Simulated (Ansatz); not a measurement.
# Compressing Ti3Al5: a fit and a missing row

Ti3Al5, Pmmm, a = 3.885 Å, b = 4.002 Å, c = 8.052 Å. The structure is a Materials Project entry; whether it is the stable form wasn't checked. Ansatz: PBEsol, PAW, 420 eV, Γ-centred 10×10×6 mesh on 8 atoms, Gaussian smearing 0.10 eV; no spin polarisation. Shape and atoms are relaxed at each volume; pressure is positive in compression.

| V (Å³/atom) | P (GPa) |
| --- | --- |
| 13.773 | 18.92 |
| 14.242 | 13.07 |
| 14.712 | 8.03 |
| 15.181 | ? |
| 15.651 | -0.03 |
| 16.120 | -3.23 |
| 16.590 | -6.00 |
| 17.216 | -9.09 |

Task: Take V0 = 15.651 Å³/atom, count pressures from its P0 = -0.03 GPa, fit the third-order Birch–Murnaghan form to the other rows, and predict the missing pressure.

Result: With the Eulerian strain f = ½[(V0/V)^(2/3) − 1] and y = (P − P0)/[3f(1 + 2f)^(5/2)], the form is the line y = B0 + 1.5 B0 (B0′ − 4) f. Rows (f, y): 0.04448, 114.8; 0.03246, 115.0; 0.02106, 115.1; -0.00975, 114.9; -0.01905, 115.1; -0.03078, 115.0. Means f = 0.006403, y = 114.98; Σ(Δf)² = 0.004635, ΣΔfΔy = -0.007080; the slope is their ratio. y = 115.0 − 1.527 f GPa, so B0 = 115.0 GPa and B0′ = 4 + 2 × (-1.527)/(3 × 115.0) = 3.99. At V = 15.181, f = 0.01027, y = 114.98 and P = 3.70 GPa. The run gave 3.70 GPa, the same to the digits shown.